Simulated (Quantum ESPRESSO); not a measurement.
A calculation with Quantum ESPRESSO 7.5 of ZrS2 (ASE script, structure from a POSCAR):

run.py

```python
import numpy as np
from ase.calculators.espresso import Espresso, EspressoProfile
from ase.io import read

atoms = read('POSCAR')

input_data = {
    'control': {'calculation': 'scf', 'prefix': 'pwscf', 'outdir': './tmp', 'tprnfor': True, 'tstress': True, 'disk_io': 'nowf'},
    'system': {'ecutwfc': 55.0, 'ecutrho': 440.0, 'nbnd': 19, 'occupations': 'smearing', 'smearing': 'fd', 'degauss': 0.00367493},
    'electrons': {'conv_thr': 6e-10, 'electron_maxstep': 120, 'mixing_beta': 0.5},
}
pseudopotentials = {'S': 's_pbe_v1.4.uspp.F.UPF', 'Zr': 'Zr_pbe_v1.uspp.F.UPF'}
profile = EspressoProfile(command='pw.x', pseudo_dir='pseudo')
dft = Espresso(profile=profile, input_data=input_data, pseudopotentials=pseudopotentials, kpts=(8, 8, 5), koffset=(0, 0, 0))
atoms.calc = dft

print(f'energy {atoms.get_potential_energy():.8f} eV')
print('forces (eV/A)')
print(np.round(atoms.get_forces(), 6))
print('stress (eV/A^3, Voigt)')
print(np.round(atoms.get_stress(), 8))
print(f'Fermi level {dft.get_fermi_level():.4f} eV')
```

File POSCAR:

```
ZrS2
1.0
    3.6913825498      0.0000000000      0.0000000000
   -1.8456912749      3.1968310632      0.0000000000
    0.0000000000      0.0000000000      6.0410770100
Zr S
1 2
Direct
    0.0000000000      0.0000000000      0.0000000000
    0.3333333333      0.6666666667      0.2379099700
    0.6666666667      0.3333333333      0.7620900300
```

Potentials or basis: SSSP 1.3 efficiency PBE.

Command:

```sh
$ OMP_NUM_THREADS=1 python run.py
```

The cell is a database's computed one.

Write the same calculation in another form: native input, structure typed inline.

As run:

File pw.in:

```
&CONTROL
  calculation = 'scf'
  prefix = 'pwscf'
  outdir = './tmp'
  pseudo_dir = './pseudo'
  tprnfor = .true.
  tstress = .true.
  disk_io = 'low'
/
&SYSTEM
  ibrav = 0
  nat = 3
  ntyp = 2
  ecutwfc = 55
  ecutrho = 440
  nbnd = 19
  occupations = 'smearing'
  smearing = 'fd'
  degauss = 0.00367493
/
&ELECTRONS
  conv_thr = 6d-10
  electron_maxstep = 120
  mixing_beta = 0.5
/
ATOMIC_SPECIES
Zr    91.2240 Zr_pbe_v1.uspp.F.UPF
S     32.0600 s_pbe_v1.4.uspp.F.UPF
CELL_PARAMETERS angstrom
   3.6913825498    0.0000000000    0.0000000000
  -1.8456912749    3.1968310632    0.0000000000
   0.0000000000    0.0000000000    6.0410770100
ATOMIC_POSITIONS crystal
Zr     0.0000000000    0.0000000000    0.0000000000
S      0.3333333333    0.6666666667    0.2379099700
S      0.6666666667    0.3333333333    0.7620900300
K_POINTS automatic
8 8 5 0 0 0
```

The input pp_density.in:

```
&INPUTPP
  prefix = 'pwscf'
  outdir = './tmp'
  filplot = 'density.dat'
  plot_num = 0
/
&PLOT
  nfile = 1
  filepp(1) = 'density.dat'
  iflag = 3
  output_format = 6
  fileout = 'density.cube'
/
```

Contents of pp_potential.in:

```
&INPUTPP
  prefix = 'pwscf'
  outdir = './tmp'
  filplot = 'potential.dat'
  plot_num = 11
/
&PLOT
  nfile = 1
  filepp(1) = 'potential.dat'
  iflag = 3
  output_format = 6
  fileout = 'potential.cube'
/
```

Potentials or basis: SSSP 1.3 efficiency PBE.

Launch:

```bash
$ OMP_NUM_THREADS=1 pw.x -in pw.in > pw.out
$ OMP_NUM_THREADS=1 pp.x -in pp_density.in > pp_density.out
$ OMP_NUM_THREADS=1 pp.x -in pp_potential.in > pp_potential.out
```

Both were run:

|  | ASE script, structure from a POSCAR | native input, structure typed inline |
| --- | --- | --- |
| Pressure | 0.4 GPa | 0.4 GPa |
| Largest force | 0.037 eV/Å | 0.037 eV/Å |
| Band gap on the k mesh | 1.06 eV, indirect (least direct gap 1.64 eV) | 1.06 eV, indirect (least direct gap 1.64 eV) |

Keys that steer only the numerical path or the files written may differ.

Caveat: an odd mesh through Γ misses points on the zone boundary, where band edges often lie; this functional lacks dispersion, which binds the layers, so the pressure and a relaxed spacing across them are unreliable.
